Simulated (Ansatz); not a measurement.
**Ionic part of the dielectric constant of AlN, mode by mode**

All numbers below come from DFT PBEsol, scalar-relativistic, plane waves, PAW (Ansatz 0.2.0). Settings: 420 eV plane-wave cutoff, Γ-centred 12×12×6 mesh, fixed occupations. No spin polarisation. Phonons by linear response, acoustic sum rule imposed.

It takes space group P6_3mc (No. 186, hexagonal). The conventional cell has a = 3.114 Å, b = 3.114 Å, c = 4.983 Å, α = 90.00°, β = 90.00°, γ = 120.00°. Al (site symmetry 3m) is surrounded by 4 N at 1.89 to 1.90 Å. N (site symmetry 3m) is surrounded by 4 Al at 1.89 to 1.90 Å.

The primitive cell has V = 41.84 Å³ and ε∞,yy = 4.495. Each polar mode adds Δε = (4.92064×10⁷/V)·S/ν² along y, with S its oscillator strength in e²/amu, ν in cm⁻¹ and V in Å³.

Question: From these modes, find each Δε and ε0,yy.
```tsv
ν (cm⁻¹)	S_yy (e²/amu)
662.3	1.386
```

Answer:
```
ν (cm⁻¹)    Δε
   662.3  3.71
```

The sum is 3.715, so ε0,yy = 8.21; the run's tensor has 8.21.

Question: Where do the longitudinal modes lie for a wave vector along y?

Answer: At 895 cm⁻¹. The Lyddane–Sachs–Teller product Π(ν_LO/ν_TO)² = 1.83 matches ε0/ε∞ = 1.83.

Cost: 1 run of about 8.4 core-minutes, on Arm Neoverse V2 (shared hosts).

A single polar vibration supplies the whole ionic response along y, and its contribution slightly exceeds the electronic susceptibility, that is, ε∞ less the vacuum term. This is what wurtzite symmetry requires: only the E1 optical mode carries an in-plane dipole, while the E2 and B1 modes are infrared-silent. The strength comes from the polar Al–N bond, whose opposite effective charges move against each other. The short, stiff bonds hold the response to a moderate size. The light nitrogen atom raises the frequency but not the static constant, because mass enters S and ν² alike and cancels in their ratio.

The rise from 662.3 to 895 cm⁻¹ reflects the macroscopic field that accompanies the longitudinal motion, an added restoring force screened only by the electrons. With one polar mode, the Lyddane–Sachs–Teller agreement confirms internal consistency rather than the accuracy of either constant. Hexagonal symmetry extends the result to every in-plane direction, but the response along the polar axis involves the A1 mode and doesn't follow from these data.
